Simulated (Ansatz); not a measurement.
# Sb: the cost of one run

Method: DFT PBE, scalar-relativistic, plane waves, PAW, unless a step names another level, in Ansatz 0.2.0.

### Step 1. The system as given

It takes space group Pm-3m (No. 221, cubic). Conventional cell: a = 3.110 Å, b = 3.110 Å, c = 3.110 Å, α = 90.00°, β = 90.00°, γ = 90.00°. Around Sb (site symmetry m-3m) lie 6 Sb at 3.11 Å.

As a file:

```cif
data_structure
_symmetry_space_group_name_H-M 'P 1'
_symmetry_Int_Tables_number 1
_cell_length_a 3.1095
_cell_length_b 3.1095
_cell_length_c 3.1097
_cell_angle_alpha 90.000
_cell_angle_beta 90.000
_cell_angle_gamma 90.000
_cell_volume 30.07
loop_
_atom_site_label
_atom_site_type_symbol
_atom_site_fract_x
_atom_site_fract_y
_atom_site_fract_z
_atom_site_occupancy
Sb1 Sb 0.00000 0.00000 0.00000 1
```

It is the end of an earlier relaxation with the same method, from a generated guess; it is a trial structure. At a tolerance of 0.05 Å it has space group Pm-3m (No. 221); it has 30.07 Å³/atom, an uncorrected energy of +0.05 eV/atom over the standard state.

### Step 2. Bands, states and charges

Input file input.yaml:

```yaml
crystal:
  lattice:
    - [3.1094520315, 0.0, 0.0]
    - [0.0, 3.1094520315, 0.0]
    - [0.0, 0.0, 3.1096784082]
  atoms:
    - { symbol: Sb, position: [0.0, 0.0, 0.0] }
basis:
  ecutwfc: 420
kpoints:
  mp_grid: { grid: [18, 18, 18] }
  band_path:
    path:
      - [[0.0, 0.0, 0.0], [0.0, 0.49998787, 0.0], [0.49998787, 0.49998787, 0.0], [0.0, 0.0, 0.0], [0.49998787, 0.49998787, 0.50002427], [0.0, 0.49998787, 0.0]]
      - [[0.49998787, 0.49998787, 0.50002427], [0.49998787, 0.49998787, 0.0]]
    npoints: 14
hamiltonian:
  xc: pbe
scf:
  occupations: { method: gaussian, width: 0.1 }
  n_extra_bands: 6
output:
  forces: true
  stress: true
  eigenvalues: true
  populations: true
  dos: { projected: true, de: 0.02, nscf_kmesh: { grid: [22, 22, 22] } }
  bader: true
  write_density: true
  write_potential: true
  elf: true
  volumetric_format: npy
```

The run is started by

```bash
> ansatz run input.yaml --threads 1 --pin off --max-ram 2560MiB --backend cpu --events-out ev --progress --plain --runs-dir out
```

What time and memory should one allow on 1 thread of Arm Neoverse N1, shared host?

About 55 s, with a peak of 0.51 GiB.
